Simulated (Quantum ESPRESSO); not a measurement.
TiAl3: Hubbard U from linear response under several settings

```
Ti Al
1.0
    -1.91111    1.91111    4.28067
     1.91111   -1.91111    4.28067
     1.91111    1.91111   -4.28067
Ti Al
1 3
Direct
  0.00000 0.00000 0.00000
  0.25000 0.75000 0.50000
  0.75000 0.25000 0.50000
  0.50000 0.50000 0.00000
```

The cell comes from a database or a generator and needn't be the stable form of this composition.

All runs used Quantum ESPRESSO 7.5; potentials GBRV 1.5 LDA; k mesh 8 × 8 × 8; given cell; no spin polarisation; cutoff 612 eV; occupations cold, width 0.2 eV.

| level | projectors | U typed (eV) | q mesh | with V | state | U computed (eV) |
| --- | --- | --- | --- | --- | --- | --- |
| LDA+U | ortho-atomic | 4.0 | 1 × 1 × 1 | no | metal | Ti 4.8 |
| LDA+U | ortho-atomic | 0.0 | 2 × 2 × 2 | no | metal | ? |
| LDA+U | ortho-atomic | 4.0 | 3 × 3 × 3 | no | metal | Ti 5.2 |

Problem. What stands in the row left open?

Solution. U computed Ti 5.3 eV.

Caveats: U without spin polarisation on a metal has little footing; the U is typed as a test and isn't derived for this compound; the computed U isn't converged in cell size (some runs).

For the row left open. Caveat: U without spin polarisation on a metal has little footing; the U is typed as a test and isn't derived for this compound.
